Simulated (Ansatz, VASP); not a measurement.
## One calculation of ZnS, two programs

POSCAR

```
ZnS
1.0
    0.0000000000     -2.7046500000     -2.7046500000
    0.0000000000      2.7046500000     -2.7046500000
    5.4093000000      0.0000000000      0.0000000000
Zn S
2 2
Direct
    0.5000000000      0.5000000000      0.5000000000
    0.0000000000      0.0000000000      0.0000000000
    0.0000000000      0.5000000000      0.2500000000
    0.5000000000      0.0000000000      0.7500000000
```

Contents of INCAR.step1:

```
SYSTEM = ZnS
ALGO = Normal ; EDIFF = 1E-4
ENCUT = 520 ; GGA = PE
ISMEAR = 0 ; LASPH = .True.
LCHARG = .False. ; LREAL = .False.
LWAVE = .True. ; NBANDS = 26
NELM = 60 ; PREC = Accurate
SIGMA = 0.05
```

The input INCAR.step2:

```
SYSTEM = ZnS
ALGO = Normal ; EDIFF = 1E-7
ENCUT = 520 ; ISIF = 2
ISMEAR = 0 ; ISTART = 1
LASPH = .True. ; LCHARG = .True.
LELF = .True. ; LMIXTAU = .True.
LREAL = .False. ; LVHAR = .True.
LWAVE = .False. ; METAGGA = R2SCAN
NBANDS = 26 ; NELM = 60
PREC = Accurate ; SIGMA = 0.05
```

File KPOINTS:

```
k-points
0
Gamma
  6 6 4
  0 0 0
```

Input for Ansatz:

```yaml
crystal:
  lattice:
    - [0.0, -2.70465, -2.70465]
    - [0.0, 2.70465, -2.70465]
    - [5.4093, 0.0, 0.0]
  atoms:
    - { symbol: Zn, position: [0.5, 0.5, 0.5] }
    - { symbol: Zn, position: [0.0, 0.0, 0.0] }
    - { symbol: S, position: [0.0, 0.5, 0.25] }
    - { symbol: S, position: [0.5, 0.0, 0.75] }
basis:
  ecutwfc: 500
kpoints:
  mp_grid: { grid: [6, 6, 4] }
hamiltonian:
  xc: r2scan
scf:
  occupations: { method: gaussian, width: 0.05 }
output:
  forces: true
  stress: true
  eigenvalues: true
```

Alike in both runs: task single point; functional r2SCAN; k mesh 6 × 6 × 4; occupations gaussian, width 0.05 eV; no spin polarisation.

```csv
,VASP,Ansatz
version,VASP 6.6.1,Ansatz 0.2.0
potentials or method,"VASP PAW PBE potentials, release 64 (Zn, S)","scalar-relativistic, plane waves, PAW"
plane-wave cutoff (eV),520,500
valence electrons in the cell,36,36
```

Ansatz gave:

| Item | Value |
| --- | --- |
| gap on the k mesh at the Fermi level (eV) | 2.65 |
| least direct gap on the mesh (eV) | 2.65 |
| pressure (GPa) | -0.9 |

Question: Which values does VASP return?

Answer: gap on the k mesh at the Fermi level (eV): 2.66; least direct gap on the mesh (eV): 2.66; pressure (GPa): -0.8.

The functional is the same, so the differences come from potentials, cutoffs and numerics.

Caveats: the PAW data sets were made with another functional, which shifts forces and pressure a little (VASP).
